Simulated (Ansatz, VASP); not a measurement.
# Cs4Br: VASP beside Ansatz

```xyz
5
Lattice="7.5161 0.0000 0.0000 0.0000 7.5161 0.0000 0.0000 0.0000 7.5161" Properties=species:S:1:pos:R:3 pbc="T T T"
Cs    3.7581    0.0000    0.0000
Cs    0.0000    3.7581    0.0000
Cs    0.0000    0.0000    3.7581
Cs    3.7581    3.7581    3.7581
Br    0.0000    0.0000    0.0000
```

Alike in both runs: functional PBE; k mesh 4 × 4 × 4; occupations gaussian, width 0.1 eV; no spin polarisation.

Ansatz relaxed the structure, and its values are those at the end. VASP's run is a single point on that final structure, the one shown.

|  | VASP | Ansatz |
| --- | --- | --- |
| version | VASP 6.6.1 | Ansatz 0.2.0 |
| potentials or method | VASP PAW PBE potentials, release 64 (Cs_sv, Br) | scalar-relativistic, plane waves, PAW |
| plane-wave cutoff (eV) | 520 | 420 |
| valence electrons in the cell | 43 | 43 |

```csv
,VASP,Ansatz,Ansatz less VASP
gap on the k mesh at the Fermi level (eV),none,none,-
pressure (GPa),0.1,0.1,0.00
```

A gap of «none» marks a metal or a gap that the smearing closes. With one functional, cell and mesh, what is left measures potentials, basis and numerics.

Caveats: an odd number of electrons without spin polarisation forces a metal; a magnetic or distorted state may lie lower. The runs have no spin-orbit coupling, so splittings on Cs are missing.
